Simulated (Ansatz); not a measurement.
A run of Ansatz 0.2.0:

File input.yaml:

```yaml
crystal:
  lattice:
    - [3.085, 0.0, 0.0]
    - [-1.5425, 2.6716883707, 0.0]
    - [0.0, 0.0, 3.523]
  atoms:
    - { symbol: Mg, position: [0.0, 0.0, 0.0] }
    - { symbol: B, position: [0.6666666667, 0.3333333333, 0.5] }
    - { symbol: B, position: [0.3333333333, 0.6666666667, 0.5] }
kpoints:
  mp_grid: { grid: [10, 10, 8] }
scf:
  occupations: { method: fermi_dirac, width: 0.05 }
hamiltonian:
  xc: pbesol
  pseudopotentials: { kind: all_electron, lapw: { basis_error: 0.002 } }
output:
  forces: true
  stress: true
relax:
  f_tol: 0.005
  max_steps: 60
  cell: { p_target: 30 }
```

Potentials or basis: all-electron LAPW, scalar-relativistic.

The run is started by

```bash
$ ansatz run input.yaml --threads 2 --pin off --max-ram 8192MiB --backend cpu --events-out ev --progress --plain --runs-dir out
```

Hardware: 2 threads of Arm Neoverse V1, with other jobs on the host.

Question: How long does it take, and how much memory?

Answer: Run time: 14 s on 2 threads of Arm Neoverse V1, on a shared host, peak memory 0.29 GiB. Counts: scf iterations 27, plane waves 327, k points 70, bands 14, ion steps 6.
